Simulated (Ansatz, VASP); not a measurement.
# One calculation of KF, two programs

The input INCAR:

```
PREC     = Accurate       # precision mode
ENCUT    = 520            # plane-wave cutoff, eV
EDIFF    = 1E-7           # SCF threshold, eV
ISMEAR   = 0              # smearing method
SIGMA    = 0.05           # smearing width, eV
LREAL    = False          # projectors in reciprocal space
LASPH    = True           # aspherical terms in the spheres
NELM     = 60             # most SCF steps
ALGO     = Normal         # electronic algorithm
ISIF     = 2              # what is computed and relaxed
LWAVE    = False          # write WAVECAR
LCHARG   = False          # write CHGCAR
GGA      = PE             # functional
NBANDS   = 15             # bands
```

Contents of KPOINTS:

```
Automatic mesh
0
Gamma
  8 8 8
```

Contents of POSCAR:

```
KF
1.0
    0.0000000000      2.6735000000      2.8071750000
    2.6735000000      0.0000000000      2.8071750000
    2.6735000000      2.6735000000      0.0000000000
K F
1 1
Direct
    0.0000000000      0.0000000000      0.0000000000
    0.5000000000      0.5000000000      0.5000000000
```

Input for Ansatz:

```yaml
crystal:
  lattice:
    - [0.0, 2.6735, 2.807175]
    - [2.6735, 0.0, 2.807175]
    - [2.6735, 2.6735, 0.0]
  atoms:
    - { symbol: K, position: [0.0, 0.0, 0.0] }
    - { symbol: F, position: [0.5, 0.5, 0.5] }
basis:
  ecutwfc: 420
kpoints:
  mp_grid: { grid: [8, 8, 8] }
hamiltonian:
  xc: pbe
scf:
  occupations: { method: gaussian, width: 0.05 }
output:
  forces: true
  stress: true
  eigenvalues: true
```

Change from the starting cell: strain +0.000 along x and y, +0.050 along z, atoms carried along.

Alike in both runs: task single point; functional PBE; k mesh 8 × 8 × 8; occupations gaussian, width 0.05 eV; no spin polarisation.

```csv
,VASP,Ansatz
version,VASP 6.6.1,Ansatz 0.2.0
potentials or method,"VASP PAW PBE potentials, release 64 (K_sv, F)","scalar-relativistic, plane waves, PAW"
plane-wave cutoff (eV),520,420
valence electrons in the cell,16,16
```

|  | VASP | Ansatz | Ansatz less VASP |
| --- | --- | --- | --- |
| gap on the k mesh at the Fermi level (eV) | 5.88 | 5.90 | +0.015 |
| least direct gap on the mesh (eV) | 5.88 | 5.90 | +0.015 |
| pressure (GPa) | 0.0 | 0.0 | -0.01 |
| largest component of the traceless stress (GPa) | 1.33 | 1.27 | -0.056 |

The functional is the same, so the differences come from potentials, cutoffs and numerics.

A k mesh can miss the band edges.
